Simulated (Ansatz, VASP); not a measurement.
## Two plane-wave programs on MgO

File INCAR:

```
  PREC = Accurate
  ENCUT = 520
  EDIFF = 1E-6
  ISMEAR = 0
  SIGMA = 0.05
  LREAL = False
  LASPH = True
  NELM = 80
  ALGO = Normal
  ISIF = 2
  LWAVE = False
  LCHARG = False
  GGA = PS
  NBANDS = 16
```

Contents of KPOINTS:

```
Automatic mesh
0
Gamma
  9 9 6
```

Contents of POSCAR:

```
MgO
1.0
    3.5763691814      0.0000000000      0.0000000000
   -1.7881845907      3.0972265644      0.0000000000
    0.0000000000      0.0000000000      3.9988201221
Mg O
2 2
Direct
    0.6706976504      0.3413953009      0.7500000000
    0.3293023496      0.6586046991      0.2500000000
    0.6636986988      0.3273973975      0.2500000000
    0.3363013012      0.6726026025      0.7500000000
```

Input for Ansatz:

```yaml
crystal:
  lattice:
    - [3.5763691814, 0.0, 0.0]
    - [-1.7881845907, 3.0972265644, 0.0]
    - [0.0, 0.0, 3.9988201221]
  atoms:
    - { symbol: Mg, position: [0.6706976504, 0.3413953009, 0.75] }
    - { symbol: Mg, position: [0.3293023496, 0.6586046991, 0.25] }
    - { symbol: O, position: [0.6636986988, 0.3273973975, 0.25] }
    - { symbol: O, position: [0.3363013012, 0.6726026025, 0.75] }
basis:
  ecutwfc: 520.0
kpoints:
  mp_grid: { grid: [9, 9, 6] }
hamiltonian:
  xc: pbesol
  pseudopotentials: { kind: paw, azcp: { folder: soft_1 } }
scf:
  occupations: { method: gaussian, width: 0.05 }
output:
  forces: true
  stress: true
  eigenvalues: true
```

Change from the starting cell: mode 5 frozen in at +0.024 Å, strain +e along z and -e/2 along x and y -0.0467.

Alike in both runs: task single point; functional PBEsol; k mesh 9 × 9 × 6; occupations gaussian, width 0.05 eV; no spin polarisation.

```csv
,VASP,Ansatz
version,VASP 6.6.1,Ansatz 0.2.0
potentials or method,"VASP PAW PBE potentials, release 64 (Mg, O)","scalar-relativistic, plane waves, PAW"
plane-wave cutoff (eV),520,520
valence electrons in the cell,16,32
```

```tsv
	VASP	Ansatz	Ansatz less VASP
gap on the k mesh at the Fermi level (eV)	3.36	3.37	+0.009
least direct gap on the mesh (eV)	3.36	3.37	+0.009
pressure (GPa)	1.6	2.1	+0.49
largest component of the traceless stress (GPa)	9.74	9.71	-0.031
rms of the force components (eV/Å)	0.086	0.085	-0.0011
```

Atom by atom the forces differ by 0.001 eV/Å (rms over components). The functional is the same, so the differences come from potentials, cutoffs and numerics. The two sets of potentials don't hold the same shells in valence. Ansatz warned: «pseudo_functional_mismatch».

Caveats: the PAW data sets were made with another functional, which shifts forces and pressure a little (VASP).
